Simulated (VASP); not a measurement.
# Zr4C5 in VASP: work function with PBE

Aim: the work function of Zr4C5 with PBE.

All numbers are computed with VASP 6.6.1; they aren't measurements. Logs are shortened: lines on timing, memory, paths and dates and some standing lists are left out, and cuts for length are marked.

## (1) The cell of the first run

The cell holds a slab with vacuum, 9 atoms: a = 3.324 Å, b = 3.324 Å, c = 25.855 Å, α = 90.00°, β = 90.00°, γ = 120.00°.

## (2) Work function, PBE (the (1 1 1) slab of ZrC, cut from the database cell, not relaxed)

INCAR reads:

```
  PREC = Accurate
  ENCUT = 520
  EDIFF = 1E-7
  ISMEAR = 0
  SIGMA = 0.05
  LREAL = F
  LASPH = T
  NELM = 60
  ALGO = Fast
  ISIF = 2
  LWAVE = F
  LCHARG = T
  LDIPOL = T
  IDIPOL = 3
  DIPOL = 0.5 0.5 0.500
  GGA = PE
  LELF = T
  LVHAR = T
  LVACPOTAV = T
```

KPOINTS reads:

```
regular mesh
0
Gamma
  9 9 1
```

POSCAR reads:

```
Zr4C5
1.0
    3.3236988564      0.0000000000      0.0000000000
   -1.6618494282      2.8784076442      0.0000000000
    0.0000000000      0.0000000000     25.8551550092
C Zr
5 4
Direct
    0.6666666667      0.3333333333      0.2900775492
    0.3333333333      0.6666666667      0.3950387746
    0.0000000000      0.0000000000      0.5000000000
    0.6666666667      0.3333333333      0.6049612254
    0.3333333333      0.6666666667      0.7099224508
    0.0000000000      0.0000000000      0.3425581619
    0.6666666667      0.3333333333      0.4475193873
    0.3333333333      0.6666666667      0.5524806127
    0.0000000000      0.0000000000      0.6574418381
```

Potentials or basis: VASP PAW PBE potentials, release 64 (C, Zr_sv).

The run is started by

```
> cat potpaw_PBE.64/C/POTCAR potpaw_PBE.64/Zr_sv/POTCAR > POTCAR
> mpirun -np 1 vasp_std > vasp.out
```

OUTCAR:

```text
PREC = Accurate
   ENCUT = 520
   EDIFF = 1E-7
   ISMEAR = 0
   LREAL = F
   LASPH = T
   NELM = 60
   ISIF = 2
   GGA = PE

 ion  position               nearest neighbor table
   1  0.667  0.333  0.290-   6 2.35   6 2.35   6 2.35
   2  0.333  0.667  0.395-   7 2.35   6 2.35   7 2.35   6 2.35   6 2.35   7 2.35
   3  0.000  0.000  0.500-   7 2.35   8 2.35   7 2.35   8 2.35   7 2.35   8 2.35
   4  0.667  0.333  0.605-   8 2.35   9 2.35   8 2.35   9 2.35   9 2.35   8 2.35
   5  0.333  0.667  0.710-   9 2.35   9 2.35   9 2.35
   6  0.000  0.000  0.343-   1 2.35   2 2.35   1 2.35   2 2.35   1 2.35   2 2.35   7 3.32   7 3.32
                             7 3.32
   7  0.667  0.333  0.448-   2 2.35   3 2.35   2 2.35   3 2.35   3 2.35   2 2.35   6 3.32   8 3.32
                             8 3.32   6 3.32   6 3.32   8 3.32
   8  0.333  0.667  0.552-   4 2.35   3 2.35   4 2.35   3 2.35   3 2.35   4 2.35   9 3.32   7 3.32
                             7 3.32   9 3.32   9 3.32   7 3.32
   9  0.000  0.000  0.657-   4 2.35   5 2.35   4 2.35   5 2.35   4 2.35   5 2.35   8 3.32   8 3.32
                             8 3.32

  LATTYP: Found a hexagonal cell.
 ALAT       =     3.3236988564
 C/A-ratio  =     7.7790305699

  Lattice vectors:

 A1 = (   3.3236988564,   0.0000000000,   0.0000000000)
 A2 = (  -1.6618494282,   2.8784076442,   0.0000000000)
 A3 = (   0.0000000000,   0.0000000000,  25.8551550092)

Analysis of symmetry for initial positions (statically):
=====================================================================
 Subroutine PRICEL returns:
 Original cell was already a primitive cell.

 Routine SETGRP: Setting up the symmetry group for a
 hexagonal supercell.

 Subroutine GETGRP returns: Found 12 space group operations
 (whereof 12 operations were pure point group operations)
 out of a pool of 24 trial point group operations.

The static configuration has the point symmetry D_3d.

Analysis of symmetry for dynamics (positions and initial velocities):
=====================================================================
 Subroutine PRICEL returns:
 Original cell was already a primitive cell.

 Routine SETGRP: Setting up the symmetry group for a
 hexagonal supercell.

 Subroutine GETGRP returns: Found 12 space group operations
 (whereof 12 operations were pure point group operations)
 out of a pool of 24 trial point group operations.

The dynamic configuration has the point symmetry D_3d.

 Subroutine INISYM returns: Found 12 space group operations
 (whereof 12 operations are pure point group operations),
 and found     1 'primitive' translations

----------------------------------------------------------------------------------------

                                     Primitive cell

  volume of cell :     247.3552

  direct lattice vectors                    reciprocal lattice vectors
     3.323698856  0.000000000  0.000000000     0.300869616  0.173707154  0.000000000
    -1.661849428  2.878407644  0.000000000     0.000000000  0.347414308  0.000000000
     0.000000000  0.000000000 25.855155009     0.000000000  0.000000000  0.038677007

  length of vectors
     3.323698856  3.323698856 25.855155009     0.347414308  0.347414308  0.038677007

  position of ions in fractional coordinates (direct lattice)
     0.666666667  0.333333333  0.290077549
     0.333333333  0.666666667  0.395038775
     0.000000000  0.000000000  0.500000000
     0.666666667  0.333333333  0.604961225
     0.333333333  0.666666667  0.709922451
     0.000000000  0.000000000  0.342558162
     0.666666667  0.333333333  0.447519387
     0.333333333  0.666666667  0.552480613
     0.000000000  0.000000000  0.657441838

  ion indices of the primitive-cell ions
   primitive index   ion index
                 1           1
                 2           2
                 3           3
                 4           4
                 5           5
                 6           6
                 7           7
                 8           8
                 9           9

----------------------------------------------------------------------------------------

 KPOINTS: regular mesh

Automatic generation of k-mesh.
 Grid dimensions read from file:
 generate k-points for:    9    9    1

 Generating k-lattice:

  Cartesian coordinates                     Fractional coordinates (reciprocal lattice)
     0.033429957  0.019300795  0.000000000     0.111111111  0.000000000  0.000000000
     0.000000000  0.038601590  0.000000000     0.000000000  0.111111111  0.000000000
     0.000000000  0.000000000  0.038677007     0.000000000  0.000000000  1.000000000

  Length of vectors
     0.038601590  0.038601590  0.038677007

  Shift w.r.t. Gamma in fractional coordinates (k-lattice)
     0.000000000  0.000000000  0.000000000

 Subroutine IBZKPT returns following result:
 ===========================================

 Found     12 irreducible k-points:

 Following reciprocal coordinates:
            Coordinates               Weight
  0.000000  0.000000  0.000000      1.000000
  0.111111  0.000000  0.000000      6.000000
  0.222222  0.000000  0.000000      6.000000
  0.333333  0.000000  0.000000      6.000000
  0.444444  0.000000  0.000000      6.000000
  0.111111  0.111111  0.000000      6.000000
  0.222222  0.111111  0.000000     12.000000
  0.333333  0.111111  0.000000     12.000000
  0.444444  0.111111  0.000000      6.000000
  0.222222  0.222222  0.000000      6.000000
  0.333333  0.222222  0.000000     12.000000
  0.333333  0.333333  0.000000      2.000000
   k-points           NKPTS =     12   k-points in BZ     NKDIM =     12   number of bands    NBANDS=     40
   number of dos      NEDOS =    301   number of ions     NIONS =      9
   total plane-waves  NPLWV = 150528
   dimension x,y,z NGX =    28 NGY =   28 NGZ =  192
   dimension x,y,z NGXF=    56 NGYF=   56 NGZF=  384
   ions per type =               5   4
   NGX,Y,Z   is equivalent  to a cutoff of  14.01, 14.01, 12.35 a.u.
   NGXF,Y,Z  is equivalent  to a cutoff of  28.01, 28.01, 24.69 a.u.
 SYSTEM =  unknown system
   PREC   = accura    normal or accurate (medium, high low for compatibility)
   ISTART =      0    job   : 0-new  1-cont  2-samecut
   ICHARG =      2    charge: 1-file 2-atom 10-const
   ISPIN  =      1    spin polarized calculation?
   LNONCOLLINEAR =      F non collinear calculations
   LSORBIT =      F    spin-orbit coupling
   LASPH  =      T    aspherical Exc in radial PAW
   ENCUT  =  520.0 eV  38.22 Ry    6.18 a.u.   6.18  6.18 48.07*2*pi/ulx,y,z
   NELM   =     60;   NELMIN=  2; NELMDL= -5     # of ELM steps
   EDIFF  = 0.1E-06   stopping-criterion for ELM
   LREAL  =      F    real-space projection
   EDIFFG = 0.1E-05   stopping-criterion for IOM
   NSW    =      0    number of steps for IOM
   IBRION =     -1    ionic relax: 0-MD 1-quasi-New 2-CG
   NFREE  =      0    steps in history (QN), initial steepest desc. (CG)
   ISIF   =      2    stress and relaxation
   ISYM   =      2    0-nonsym 1-usesym 2-fastsym
   POTIM  = 0.5000    time-step for ionic-motion
   TEBEG  =    0.0;   TEEND  =   0.0 temperature during run
   PSTRESS=    0.0 pullay stress
   NELECT =      68.0000    total number of electrons
   NUPDOWN=      -1.0000    fix difference up-down
   EMIN   =  10.00;   EMAX   =-10.00  energy-range for DOS
   EFERMI =   0.00;   METHOD = LEGACY
   ISMEAR =     0;   SIGMA  =   0.05  broadening in eV -4-tet -1-fermi 0-gaus
   EFERMI_NEDOS =   21; number of points for ismear=-14 and -15
   IALGO  =     68    algorithm
   IMIX   =      4    mixing-type and parameters
     AMIX     =   0.40;   BMIX     =  1.00
     AMIX_MAG =   1.60;   BMIX_MAG =  1.00
  volume/ion in A,a.u.               =      27.48       185.47
  Fermi-wavevector in a.u.,A,eV,Ry     =   1.064480  2.011575 15.416997  1.133117
  Thomas-Fermi vector in A             =   2.200000
   LORBIT       =      0    0 simple, 1 ext, 2 COOP (PROOUT), +10 PAW based schemes
   GGA     = PE    functional components
   LHFCALC =     F    Hartree Fock is set to
   AEXX    =    0.0000 exact exchange contribution
   IVDW    =     0    specifies the selected vdW correction
   LEPSILON=     F    determine dielectric tensor
   LRPA    =     F    only Hartree local field effects (RPA)
 non-spin polarized calculation
 RMM-DIIS sequential band-by-band and
 Gauss-broadening in eV      SIGMA  =   0.05
  energy-cutoff  :      520.00
  volume of cell :      247.36
 maximum number of plane-waves:      6684
 NGX is ok and might be reduce to    28
   NGX = 13   NGY = 13   NGZ = 97

 dipolmoment           0.000000      0.000000     -0.000000 electrons x Angstroem

 number of electron      68.0000000 magnetization

 dipolmoment           0.000000      0.000000      0.000000 electrons x Angstroem

 Free energy of the ion-electron system (eV)
  ---------------------------------------------------
  ext. energy  EPLUGINS =         0.00000000
  ---------------------------------------------------
  free energy    TOTEN  =       -78.46062018 eV

  energy without entropy =      -78.44968225  energy(sigma->0) =      -78.45515121

 E-fermi :   0.5637     XC(G=0):  -6.2288

 val. band max:        0.5508405139   @ k =   0.3333   0.2222   0.0000
 cond. band min:       0.5849430614   @ k =   0.2222   0.2222   0.0000
 fundamental gap:      0.0341025474
 Fermi energy:         0.5637320160

 k-point     1 :       0.0000    0.0000    0.0000
  band No.  band energies     occupation
      1     -47.7531      2.00000
      2     -47.7029      2.00000
      3     -47.4375      2.00000
      4     -47.4371      2.00000
      5     -26.2039      2.00000
      6     -25.8761      2.00000
[... 32 lines left out ...]
     39       2.3043      0.00000
[... 472 lines left out ...]
     39       3.3443      0.00000
     40       4.1563      0.00000

------------------------ aborting loop because EDIFF is reached ----------------------------------------

  FORCE on cell =-STRESS in cart. coord.  units (eV):
  Direction    XX          YY          ZZ          XY          YZ          ZX
  --------------------------------------------------------------------------------------
  -------------------------------------------------------------------------------------
  Total       -1.8240911     -1.8240911     -3.2394007     -0.0000000     -0.0000000      0.0000000
  in kB      -11.8150619    -11.8150619    -20.9823505     -0.0000000     -0.0000000      0.0000000
  external PRESSURE =     -14.8708248 kB  Pullay stress =       0.0000000 kB

 VOLUME and BASIS-vectors are now :
 -----------------------------------------------------------------------------
  energy-cutoff  :      520.00
  volume of cell :      247.36
      direct lattice vectors                 reciprocal lattice vectors
     3.323698856  0.000000000  0.000000000     0.300869616  0.173707154  0.000000000
    -1.661849428  2.878407644  0.000000000     0.000000000  0.347414308  0.000000000
     0.000000000  0.000000000 25.855155009     0.000000000  0.000000000  0.038677007

 POSITION                                       TOTAL-FORCE (eV/Angst)
 -----------------------------------------------------------------------------------
      1.66185      0.95947      7.50000         0.000000     -0.000000      1.212607
     -0.00000      1.91894     10.21379         0.000000      0.000000     -0.331833
      0.00000      0.00000     12.92758         0.000000      0.000000      0.000000
      1.66185      0.95947     15.64137         0.000000      0.000000      0.331833
     -0.00000      1.91894     18.35516         0.000000      0.000000     -1.212607
      0.00000      0.00000      8.85689         0.000000      0.000000     -1.085910
      1.66185      0.95947     11.57068        -0.000000      0.000000      0.243504
     -0.00000      1.91894     14.28447         0.000000     -0.000000     -0.243504
      0.00000      0.00000     16.99826         0.000000      0.000000      1.085910
 -----------------------------------------------------------------------------------
    total drift:                                0.000000      0.000000      0.000000

  FREE ENERGIE OF THE ION-ELECTRON SYSTEM (eV)
  ---------------------------------------------------
  free  energy   TOTEN  =       -78.4606201760 eV

  energy  without entropy=      -78.4496822471  energy(sigma->0) =      -78.45515121

 vacuum level on the upper side and lower side of the slab         7.378         7.378
```

Run time: 6 min. Hardware: 1 thread of Intel Xeon 6975P-C (Granite Rapids), shared host; peak memory 0.43 GiB.

Results:

```
Free energy                     : -78.4606 eV
Largest force                   : 1.213 eV/Å
Band gap on the k mesh          : none (metal or under the smearing width)
Work function of the upper face : 6.81 eV
Work function of the lower face : 6.81 eV
```

Forces in eV/Å, atoms in the order of the input:
```
C    0.000  0.000  1.213
C    0.000  0.000 -0.332
C    0.000  0.000  0.000
C    0.000  0.000  0.332
C    0.000  0.000 -1.213
Zr   0.000  0.000 -1.086
Zr   0.000  0.000  0.244
Zr   0.000  0.000 -0.244
Zr   0.000  0.000  1.086
```
